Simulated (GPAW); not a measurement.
# PtSe2 (Sudovikovite) (P-3m1) in GPAW: notebook, part 2 of 2

GPAW 26.7.0. Earlier steps stand in the parts before.

### 3 Relaxation of cell and atoms, revPBE+D3(BJ)

run.py

```python
from ase import Atoms
from ase.calculators.mixing import SumCalculator
from ase.filters import FrechetCellFilter
from ase.io import write
from ase.optimize import LBFGS
from dftd3.ase import DFTD3
from gpaw import GPAW, PW

atoms = Atoms(['Pt', 'Se', 'Se'],
              cell=[[3.724, 0.0, 0.0],
                    [-1.862, 3.2250786037, 0.0],
                    [0.0, 0.0, 5.062]],
              scaled_positions=[[0.0, 0.0, 0.0],
                                [0.6666666667, 0.3333333333, 0.75],
                                [0.3333333333, 0.6666666667, 0.25]],
              pbc=True)

calc = GPAW(mode=PW(600),
            xc='revPBE',
            kpts={'size': (6, 6, 4), 'gamma': True},
            occupations={'name': 'fermi-dirac', 'width': 0.05},
            nbands=26,
            convergence={'density': 1e-05, 'energy': 1e-05},
            maxiter=150,
            txt='gpaw.txt')
atoms.calc = SumCalculator([calc, DFTD3(method='revpbe', damping='d3bj')])
opt = LBFGS(FrechetCellFilter(atoms), trajectory='relax.traj', logfile='-')
done = opt.run(fmax=0.05, steps=40)
calc.write('gs.gpw')
write('result.traj', atoms)
print('Converged:', done)
print('Cell:', atoms.cell.cellpar().round(4))
print('Volume:', round(atoms.get_volume(), 4))
print(atoms.get_scaled_positions().round(5))
```

Potentials or basis: the program's PAW data sets (release 1.2.1) made for this functional, pw.

The run is started by

```console
> OMP_NUM_THREADS=1 python run.py
```

gpaw.txt:

```text
__  _  _
 | _ |_)|_||  |
 |__||  | ||/\| - 26.7.0

Input parameters:
  mode=PW(ecut=600.0),
  convergence={'density': 1e-05, 'energy': 1e-05},
  kpts=MonkhorstPack(size=(6, 6, 4), gamma=True),
  maxiter=150,
  nbands=26,
  occupations=Occupations(name='fermi-dirac', width=0.05),
  xc=XC(name='revPBE')

Diagonalizing LCAO Hamiltonian
Converting LCAO to pw mode

            Se

        Se

       Pt

Atoms  # Å, Bohr magnetons
|   | symbol |         x |        y |        z |    initial magnetic moments |
|---|--------|-----------|----------|----------|-----------------------------|
| 0 |     Pt |  0.000000 | 0.000000 | 0.000000 | ( 0.0000,  0.0000,  0.0000) |
| 1 |     Se |  1.862000 | 1.075026 | 3.796500 | ( 0.0000,  0.0000,  0.0000) |
| 2 |     Se | -0.000000 | 2.150052 | 1.265500 | ( 0.0000,  0.0000,  0.0000) |

Unit cell  # Å
| periodic |         x |        y |        z |  lengths |     angles |
|----------|-----------|----------|----------|----------|------------|
|      yes |  3.724000 | 0.000000 | 0.000000 | 3.724000 |  90.000000 |
|      yes | -1.862000 | 3.225079 | 0.000000 | 3.724000 |  90.000000 |
|      yes |  0.000000 | 0.000000 | 5.062000 | 5.062000 | 120.000000 |

Number of symmetries: 12
Symmetry operations  # r_c * U_cc + t_c -> r_c
|    | kind |            matrix            |
|----|------|------------------------------|
|  0 |  σ   |  1, 1, 0,  0,-1, 0,  0, 0, 1 |
|  1 |  S6  |  1, 1, 0, -1, 0, 0,  0, 0,-1 |
|  2 |  E   |  1, 0, 0,  0, 1, 0,  0, 0, 1 |
|  3 |  C2  |  1, 0, 0, -1,-1, 0,  0, 0,-1 |
|  4 |  C2  |  0, 1, 0,  1, 0, 0,  0, 0,-1 |
|  5 |  C3  |  0, 1, 0, -1,-1, 0,  0, 0, 1 |
|  6 |  S6  |  0,-1, 0,  1, 1, 0,  0, 0,-1 |
|  7 |  σ   |  0,-1, 0, -1, 0, 0,  0, 0, 1 |
|  8 |  σ   | -1, 0, 0,  1, 1, 0,  0, 0, 1 |
|  9 |  i   | -1, 0, 0,  0,-1, 0,  0, 0,-1 |
| 10 |  C3  | -1,-1, 0,  1, 0, 0,  0, 0, 1 |
| 11 |  C2  | -1,-1, 0,  0, 1, 0,  0, 0,-1 |
[... 2860 lines left out ...]
Stress tensor  # eV/Ang^3
|         x |         y |         z |
|-----------|-----------|-----------|
| -0.052160 |  0.000000 | -0.000000 |
|  0.000000 | -0.052160 |  0.000000 |
| -0.000000 |  0.000000 | -0.053178 |

Forces  # eV/Ang
|        x |        y |        z |
|----------|----------|----------|
|  0.00000 | -0.00000 |  0.00000 |  # Pt   0
| -0.00000 |  0.00000 |  0.00906 |  # Se   1
|  0.00000 | -0.00000 | -0.00906 |  # Se   2

# Writing to gs.gpw (mode='')
```

stdout:

```text
Step          Energy          fmax
LBFGS:    0      -16.022514        0.722571
LBFGS:    1      -16.037883        0.555731
LBFGS:    2      -16.060214        0.422748
LBFGS:    3      -16.065683        0.478589
LBFGS:    4      -16.086173        0.549673
LBFGS:    5      -16.097190        0.435564
LBFGS:    6      -16.106229        0.210862
LBFGS:    7      -16.108876        0.200833
LBFGS:    8      -16.111447        0.223436
LBFGS:    9      -16.116222        0.190186
LBFGS:   10      -16.119179        0.092355
LBFGS:   11      -16.119961        0.029602
Converged: True
Cell: [  3.7555   3.7555   4.7187  90.      90.     120.    ]
Volume: 57.6344
[[0.      0.      0.     ]
 [0.66667 0.33333 0.72859]
 [0.33333 0.66667 0.27141]]
```

It took 2.4 min on 1 thread of AMD EPYC 9R14 (Zen 4), shared host; peak memory 0.31 GiB.

Results:

```
Free energy                            : -16.1231 eV
Relaxed volume                         : 19.21 Å³/atom
Relaxed cell                           : a = 3.755 Å, b = 3.755 Å, c = 4.719 Å, α = 90.00°, β = 90.00°, γ = 120.00°
Space group after relaxing (to 0.05 Å) : P-3m1 (No. 164)
Energy gained by relaxing              : 32.5 meV/atom
Ionic steps                            : 12
Pressure after relaxing                : 0.2 GPa
Largest force after relaxing           : 0.032 eV/Å
Band gap on the k mesh                 : none (metal or under the smearing width)
Dispersion energy per atom             : -0.979 eV
```

Forces in eV/Å, atoms in the order of the input:
```
Pt   0.000  0.000  0.000
Se   0.000  0.000 -0.032
Se   0.000  0.000  0.032
```

Step by step:
```
step  energy change (eV)  largest force (eV/Å)  pressure (GPa)  volume (Å³)
   1              0.0000                0.7226            1.90        60.80
   2             -0.0154                0.5556            0.72        61.00
   3             -0.0377                0.1332           -2.04        61.35
   4             -0.0432                0.0450           -2.42        61.19
   5             -0.0637                0.2449           -2.75        59.94
   6             -0.0747                0.2971           -1.76        58.86
   7             -0.0837                0.1666            0.11        57.85
   8             -0.0864                0.0488            0.78        57.70
   9             -0.0889                0.0298            1.08        57.63
  10             -0.0937                0.1129            1.14        57.55
  11             -0.0967                0.0932            0.65        57.56
  12             -0.0974                0.0318            0.17        57.63
```

Final structure:
```
Pt Se
1.0
     3.75548    0.00000    0.00000
    -1.87774    3.25234    0.00000
     0.00000    0.00000    4.71867
Pt Se
1 2
Cartesian
  0.0000 0.0000 0.0000
  1.8777 1.0841 3.4380
  0.0000 2.1682 1.2807
```

Levels at points of the mesh, in eV from the Fermi level:
```csv
k point,band 12,band 13,band 14,band 15,band 16,band 17
"(0.00, 0.00, 0.00)",-0.99,-0.99,0.89,0.93,0.93,3.31
"(0.00, 0.00, 0.50)",-1.84,-1.84,-1.68,2.41,2.41,5.13
"(0.50, 0.50, 0.00)",-3.34,-3.28,-2.92,0.48,2.63,5.26
"(0.50, 0.50, 0.50)",-3.08,-2.53,-1.05,0.47,1.55,5.02
```

Caveat: later steps reuse the first step's grids; pairwise dispersion overbinds metals, which lowers pressure and volume. The run has no spin-orbit coupling, so splittings on Pt are missing.
